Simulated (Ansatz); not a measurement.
HfN under changes of volume

One of the cells (11.482 Å³/atom); the others are scaled copies at fixed shape and fractional positions:

```xyz
2
Lattice="0.0000 2.2560 2.2560 2.2560 0.0000 2.2560 2.2560 2.2560 0.0000" Properties=species:S:1:pos:R:3 pbc="T T T"
Hf    0.0000    0.0000    0.0000
N     2.2560    2.2560    2.2560
```

```yaml
Program: Ansatz 0.2.0
Functional: r2SCAN
Potentials_or_basis: Ansatz PAW
Cutoff: "500 eV (not typed: the program's choice for these potentials)"
k_mesh: 10 × 10 × 10
Occupations: fermi-dirac, width 0.05 eV
Spin: no spin polarisation
```

```tsv
volume (Å³/atom)	energy over the lowest point (meV/atom)	pressure (GPa)
10.793	53.07	23.2
11.023	25.39	15.6
11.252	8.04	8.8
11.482	0.00	2.6
11.712	0.35	-3.0
11.941	8.27	-8.0
12.171	?	?
```

What does the run at 12.171 Å³/atom give?

Energy over the lowest point 23.02 meV/atom; pressure -12.5 GPa.

Worked out: A Birch-Murnaghan fit of order 3 (a polynomial in V^(-2/3)) to the other rows has its minimum at 11.59 Å³/atom with B0 = V·E''(V) = 282 GPa and B' = 4.1. It gives 23.10 meV/atom at 12.171 Å³/atom, against the run's 23.02, and -dE/dV = -12.6 GPa, against -12.5.

Energies are extrapolated to zero smearing.

Caveats: the PAW data sets come from PBE, with cores solved anew for the run's functional, which leaves a small shift of forces and pressure.
